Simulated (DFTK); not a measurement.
# Pt (Fm-3m) in DFTK: notebook, part 2 of 2

DFTK 0.8.2.

**5. Equation of state, PBEsol**

File run.jl:

```julia
using DFTK
using PseudoPotentialData
using Unitful, UnitfulAtomic
using LinearAlgebra, Printf
include("save.jl")
disable_threading()

lines     = readlines("Pt.xyz")
cell_ang  = reshape(parse.(Float64, split(match(r"Lattice=\"([^\"]+)\"", lines[2])[1])), 3, 3)
lattice   = austrip(1u"Å") * cell_ang
symbols   = [Symbol(split(l)[1]) for l in lines[3:end]]
positions = [round.(cell_ang \ parse.(Float64, split(l)[2:4]); digits=9) for l in lines[3:end]]
pseudopotentials = Dict(:Pt => "Pt.upf")
elements = Dict(s => ElementPsp(s, pseudopotentials; rcut=10.0) for s in unique(symbols))
atoms    = [elements[s] for s in symbols]

build_model(lattice, positions; symmetries=true) =
    model_DFT(lattice, atoms, positions;
              functionals=PBEsol(),
              temperature=austrip(0.05u"eV"),
              smearing=Smearing.FermiDirac(),
              symmetries)
Ecut  = 45.0  # hartree
kgrid = [9, 9, 9]
tol   = 1e-6
to_GPa = ustrip(uconvert(u"GPa", 1u"hartree/bohr^3"))

results["points"] = []
for scale in [0.94, 0.96, 0.98, 1.0, 1.02, 1.04, 1.06]
    println("\n=== scale = ", scale)
    model = build_model(cbrt(scale) * lattice, positions)
    basis = PlaneWaveBasis(model; Ecut, kgrid)
    t0 = time()
    scfres = self_consistent_field(basis;
                                   tol,
                                   nbandsalg=AdaptiveBands(model; n_bands_converge=14))
    seconds = time() - t0
    @printf "SCF: %d iterations, %.1f s\n" scfres.n_iter seconds
    forces = compute_forces_cart(scfres)
    stress = compute_stresses_cart(scfres)
    @printf "V = %.5f Å^3  F = %.8f Ha  max force = %.5f eV/Å  p = %.4f GPa\n" ustrip(auconvert(u"Å^3", model.unit_cell_volume)) scfres.energies.total ustrip(auconvert(u"eV/Å", maximum(norm, forces))) (-tr(stress) / 3 * to_GPa)
    push!(results["points"], save_scf!(scfres; forces, stress, d=Dict{String,Any}("seconds" => seconds, "n_matvec" => get(scfres, :n_matvec, 0))))
end

# third-order Birch-Murnaghan fit in x = V^(-2/3)
V = [0.94, 0.96, 0.98, 1.0, 1.02, 1.04, 1.06] * abs(det(lattice))
E = [p["total"] for p in results["points"]]
x = V .^ (-2 / 3)
c = [x .^ 0 x x .^ 2 x .^ 3] \ E
Δ = c[3]^2 - 3c[2] * c[4]
if Δ > 0
    x0 = (-c[3] + sqrt(Δ)) / 3c[4]
    B0 = 4 / 9 * x0^(7 / 2) * (2c[3] + 6c[4] * x0)
    @printf "V0 = %.4f Å^3  B0 = %.2f GPa\n" ustrip(auconvert(u"Å^3", x0^(-3 / 2))) B0 * to_GPa
end
```

File Pt.xyz:

```xyz
1
Lattice="0.0000000000 1.9609000000 1.9609000000 1.9609000000 0.0000000000 1.9609000000 1.9609000000 1.9609000000 0.0000000000" Properties=species:S:1:pos:R:3 pbc="T T T"
Pt     0.0000000000      0.0000000000      0.0000000000
```

Potentials or basis: SPMS 1.0 (PBE).

Command:

```bash
> julia --threads=1 run.jl  # save.jl only writes the numbers to a file and isn't shown; printed stress counts tension as positive; times include loading and compiling
```

It took 8.4 min on 1 thread of Intel Xeon Platinum 8488C (Sapphire Rapids), shared host; peak memory 1.6 GiB.

It converged, with:

| Quantity | Value |
| --- | --- |
| Equilibrium volume | 15.01 Å³/atom |
| Bulk modulus | 291 GPa |
| Pressure derivative of the bulk modulus | 5.3 |

Energy against volume, from the lowest point:
```tsv
volume (Å³/atom)	energy (meV/atom)
14.175	46.94
14.477	18.07
14.778	2.97
15.080	0.00
15.381	7.72
15.683	24.85
15.985	50.23
```

Caveat: the potentials were made for another functional, which shifts forces and pressure.

**6. Band structure, PBE**

File run.jl:

```julia
using DFTK
using PseudoPotentialData
using Unitful, UnitfulAtomic
using LinearAlgebra, Printf
include("save.jl")
disable_threading()

# lattice vectors are the columns
lattice = austrip(1u"Å") * [           0.0         1.9609         1.9609;
                   1.9609            0.0         1.9609;
                   1.9609         1.9609            0.0]
symbols   = [:Pt]
positions = [[0.0, 0.0, 0.0]]
pseudopotentials = Dict(:Pt => "Pt.upf")
elements = Dict(s => ElementPsp(s, pseudopotentials; rcut=10.0) for s in unique(symbols))
atoms    = [elements[s] for s in symbols]

build_model(lattice, positions; symmetries=true) =
    model_DFT(lattice, atoms, positions;
              functionals=PBE(),
              temperature=austrip(0.05u"eV"),
              smearing=Smearing.FermiDirac(),
              symmetries)
Ecut  = 45.0  # hartree
kgrid = [12, 12, 12]
tol   = 1e-6
to_GPa = ustrip(uconvert(u"GPa", 1u"hartree/bohr^3"))

model = build_model(lattice, positions)
basis = PlaneWaveBasis(model; Ecut, kgrid)
display(basis)
scfres = self_consistent_field(basis;
                               tol,
                               nbandsalg=AdaptiveBands(model; n_bands_converge=14))
display(scfres.energies)
@printf "Fermi level: %.6f eV\n" ustrip(auconvert(u"eV", something(scfres.εF, NaN)))
forces = compute_forces_cart(scfres)
println("Forces (eV/Å)")
for (s, f) in zip(symbols, forces)
    @printf "%-3s %12.6f %12.6f %12.6f\n" s ustrip.(auconvert.(u"eV/Å", f))...
end
stress = compute_stresses_cart(scfres)
println("Stress (GPa)")
display(round.(stress * to_GPa; digits=4))
println("Levels at the first k-point (eV): ", round.(ustrip.(auconvert.(u"eV", scfres.eigenvalues[1][1:scfres.n_bands_converge])); digits=4))
save_scf!(scfres; forces, stress)

points = Dict("G" => [0.0, 0.0, 0.0], "K" => [0.375, 0.375, 0.75], "L" => [0.5, 0.5, 0.5], "U" => [0.625, 0.25, 0.625], "W" => [0.5, 0.25, 0.75], "X" => [0.5, 0.0, 0.5])
segments = [("G", "X", 7), ("X", "W", 4), ("W", "K", 3), ("K", "G", 7), ("G", "L", 6), ("L", "U", 4), ("U", "W", 3), ("W", "L", 5), ("L", "K", 4), ("U", "X", 3)]
kcoords = vcat([[points[a] + t * (points[b] - points[a]) for t in range(0, 1, n)] for (a, b, n) in segments]...)
bands = compute_bands(scfres, ExplicitKpoints(kcoords); n_bands=16, tol=1e-5)
for (k, ε) in zip(bands.basis.kpoints, bands.eigenvalues)
    @printf "%d %8.4f %8.4f %8.4f " k.spin k.coordinate...
    println(join([@sprintf("%9.4f", e) for e in ustrip.(auconvert.(u"eV", ε .- scfres.εF))]))
end
results["band_energies"] = rows(bands.eigenvalues); results["band_kpoints"] = rows(kcoords)
```

Potentials or basis: SG15 1.2 (PBE).

Command:

```bash
> julia --threads=1 run.jl  # save.jl only writes the numbers to a file and isn't shown; printed stress counts tension as positive; times include loading and compiling
```

Run time: 1.7 min. Hardware: 1 thread of Intel Xeon 6975P-C (Granite Rapids), shared host; peak memory 1.7 GiB.

It converged, with:

| Item | Value |
| --- | --- |
| Free energy | -3300.9923 eV |
| Pressure | 11.1 GPa |
| Band gap on the k mesh | none (metal or under the smearing width) |

Levels at the corners of the path, in eV from the Fermi level:
| point | band 7 | band 8 | band 9 | band 10 | band 11 | band 12 |
| --- | --- | --- | --- | --- | --- | --- |
| Γ | -3.82 | -3.82 | -1.66 | -1.66 | 14.58 | 19.52 |
| X | -0.01 | 0.48 | 0.48 | 1.73 | 8.84 | 11.35 |
| W | -4.59 | -2.03 | 0.49 | 7.07 | 8.25 | 8.25 |
| K | -2.89 | -1.34 | -0.19 | 5.69 | 6.70 | 10.08 |
| Γ | -3.82 | -3.82 | -1.66 | -1.66 | 14.58 | 19.52 |
| L | -3.88 | -0.53 | 0.03 | 0.03 | 5.81 | 14.15 |
| U | -2.89 | -1.34 | -0.19 | 5.69 | 6.70 | 10.08 |
| W | -4.59 | -2.03 | 0.49 | 7.07 | 8.25 | 8.25 |
| L | -3.88 | -0.53 | 0.03 | 0.03 | 5.81 | 14.15 |
| K | -2.89 | -1.34 | -0.19 | 5.69 | 6.70 | 10.08 |
| U | -2.89 | -1.34 | -0.19 | 5.69 | 6.70 | 10.08 |
| X | -0.01 | 0.48 | 0.48 | 1.73 | 8.84 | 11.35 |

Caveat: spin-orbit coupling is left out, which moves the levels of the heavy elements.

**7. For comparison**

An earlier run on the cell as given: functional PBEsol; potentials or basis dojo.nc.sr.pbesol.v0_4_1.standard.upf (PBEsol); cutoff 1143 eV; k mesh 12 × 12 × 12; occupations fermi-dirac, width 0.05 eV; no spin polarisation.

- Pressure: -1.2 GPa
- Band gap on the k mesh: none (metal or under the smearing width)

**8. The runs side by side**

| task | level | potentials or basis | k mesh | cutoff (eV) | valence electrons | gap on the mesh (eV) | pressure (GPa) |
| --- | --- | --- | --- | --- | --- | --- | --- |
| band structure | PBEsol | cp2k.nc.sr.pbe.v0_1.semicore.gth (PBE, GTH) | 12 × 12 × 12 | 1959 | Pt 18 | none | -3.7 |
| band structure | LDA | cp2k.nc.sr.lda.v0_1.semicore.gth (LDA, GTH) | 12 × 12 × 12 | 1660 | Pt 18 | none | -5.9 |
| band structure | BJ06 | cp2k.nc.sr.pbe.v0_1.largecore.gth (PBE, GTH, large core) | 12 × 12 × 12 | 1415 | Pt 10 | none | - |
| equation of state | PBEsol | SPMS 1.0 (PBE) | 9 × 9 × 9 | 1225 | Pt 18 | - | - |
| band structure | PBE | SG15 1.2 (PBE) | 12 × 12 × 12 | 1225 | Pt 18 | none | 11.1 |
| single point | PBEsol | dojo.nc.sr.pbesol.v0_4_1.standard.upf (PBEsol) | 12 × 12 × 12 | 1143 | Pt 18 | none | -1.2 |

Alike in all rows: no spin polarisation; cell as given; smearing fermi-dirac 0.05 eV.

Caveats: spin-orbit coupling is left out, which moves the levels of the heavy elements (some runs); GTH potentials come without recommended cutoffs, and this one wasn't checked for convergence (some runs); the potentials were made for another functional, which shifts forces and pressure (some runs); the program leaves the constant c of mgga_x_tb09 at 1, so the potential is Becke-Johnson's (BJ06) and not Tran and Blaha's, with levels but no total energy (some runs); the program warned that the kinetic-energy density falls under its von Weizsäcker bound, which can give unphysical results (some runs); this set keeps more shells in the core, which shifts pressures and gaps (some runs).

Absolute energies hang on the potentials; compare differences alone.
